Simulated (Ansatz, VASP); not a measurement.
One calculation of Cr, two programs

File POSCAR:

```
Cr
1.0
    2.0102088612     -3.4069312307      0.0000000000
    2.0102088612      3.4069312307      0.0000000000
    0.0000000000      0.0000000000      4.0257655634
Cr
4
Direct
    0.1525000000      0.8475000000      0.0785000000
    0.6525000000      0.3475000000      0.4215000000
    0.8475000000      0.1525000000      0.9215000000
    0.3475000000      0.6525000000      0.5785000000
```

INCAR.step1

```
PREC     = Accurate       # precision mode
ENCUT    = 600            # plane-wave cutoff, eV
ISMEAR   = 0              # smearing method
SIGMA    = 0.1            # smearing width, eV
LREAL    = F              # projectors in reciprocal space
LASPH    = T              # aspherical terms in the spheres
NELM     = 80             # most SCF steps
GGA      = PE             # functional
ALGO     = Normal         # electronic algorithm
EDIFF    = 1E-4           # SCF threshold, eV
LWAVE    = T              # write WAVECAR
LCHARG   = F              # write CHGCAR
```

File INCAR.step2:

```
PREC     = Accurate       # precision mode
ENCUT    = 600            # plane-wave cutoff, eV
EDIFF    = 1E-7           # SCF threshold, eV
ISMEAR   = 0              # smearing method
SIGMA    = 0.1            # smearing width, eV
LREAL    = F              # projectors in reciprocal space
LASPH    = T              # aspherical terms in the spheres
NELM     = 80             # most SCF steps
ALGO     = Normal         # electronic algorithm
ISIF     = 3              # what is computed and relaxed
LWAVE    = F              # write WAVECAR
LCHARG   = F              # write CHGCAR
METAGGA  = R2SCAN         # meta-GGA
LMIXTAU  = T            
IBRION   = 2              # ionic algorithm
NSW      = 90             # ionic steps
EDIFFG   = -0.04          # ionic threshold
ISTART   = 1
```

Contents of KPOINTS:

```
regular mesh
0
Gamma
  6 6 4
```

Input for Ansatz:

```yaml
crystal:
  lattice:
    - [2.0102088612, -3.4069312307, 0.0]
    - [2.0102088612, 3.4069312307, 0.0]
    - [0.0, 0.0, 4.0257655634]
  atoms:
    - { symbol: Cr, position: [0.1525, 0.8475, 0.0785] }
    - { symbol: Cr, position: [0.6525, 0.3475, 0.4215] }
    - { symbol: Cr, position: [0.8475, 0.1525, 0.9215] }
    - { symbol: Cr, position: [0.3475, 0.6525, 0.5785] }
basis:
  ecutwfc: 500
kpoints:
  mp_grid: { grid: [6, 6, 4] }
hamiltonian:
  xc: r2scan
scf:
  occupations: { method: gaussian, width: 0.1 }
  lower_state_search: "off"
output:
  forces: true
  stress: true
  eigenvalues: true
relax:
  adjacent_minimum: "off"
  f_tol: 0.04
  max_steps: 70
  cell: { stress_tol: 0.4 }
```

Alike in both runs: task relaxation of cell and atoms; functional r2SCAN; k mesh 6 × 6 × 4; occupations gaussian, width 0.1 eV; no spin polarisation.

|  | VASP | Ansatz |
| --- | --- | --- |
| version | VASP 6.6.1 | Ansatz 0.2.0 |
| potentials or method | VASP PAW PBE potentials, release 64 (Cr_pv) | scalar-relativistic, plane waves, PAW |
| plane-wave cutoff (eV) | 600 | 500 |
| valence electrons in the cell | 48 | 56 |

|  | VASP | Ansatz | Ansatz less VASP |
| --- | --- | --- | --- |
| gap on the k mesh at the Fermi level, each at its own relaxed structure (eV) | none | none | - |
| relaxed volume (Å³/atom) | 11.83 | 11.79 | -0.043 |
| relaxed cell length with the largest relative difference (Å) | 2.774 | 2.769 | -0.0049 |
| energy change over the relaxation (meV/atom) | -593 | -599 | -6.0 |

A gap of «none» marks a metal or a gap that the smearing closes. The two sets of potentials don't hold the same shells in valence.

Caveats: the k mesh is coarse (spacing up to 0.39 Å⁻¹), so the values aren't converged; the PAW data sets were made with another functional, which shifts forces and pressure a little (VASP); the run has no spin polarisation, though such a crystal can be magnetic. Spin polarisation is off, so any magnetic state and its effect on volume and gap are missing.
